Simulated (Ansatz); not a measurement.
# AlNi3 in Ansatz: the effect of functional

AlNi3:

```
Ni Al
1.0
     3.45114    0.00000    0.00000
     0.00000    3.45114    0.00000
     0.00000    0.00000    3.45114
Ni Al
3 1
Direct
  0.50000 0.50000 0.00000
  0.50000 0.00000 0.50000
  0.00000 0.50000 0.50000
  0.00000 0.00000 0.00000
```

The cell is a database's computed one.

The cell isn't the ideal one: volume scaled by 0.94.

Alike in all runs:

* Program: Ansatz 0.2.0
* Task: single point
* Potentials or basis: Ansatz PAW
* k mesh: 8 × 8 × 8
* Occupations: fermi-dirac, width 0.05 eV
* Spin: collinear spin, ferromagnetic start
* Starting moments: [1.0, 1.0, 1.0, 0.0] μB

Q: One run gave: pressure 22.5 GPa; moment 0.64 μB. Which functional did it use?
A. LDA
B. r2SCAN
C. PBE

A: C.

```csv
functional,cutoff,pressure (GPa),moment (μB)
LDA,420 eV (not typed: the program's choice for these potentials),6.0,0.35
r2SCAN,500 eV (not typed: the program's choice for these potentials),15.1,0.84
PBE,420 eV (not typed: the program's choice for these potentials),22.5,0.64
```

Caveats: the PAW data sets come from PBE, with cores solved anew for the run's functional, which leaves a small shift of forces and pressure (some runs); the magnetic or orbital state may not be the lowest (some runs).
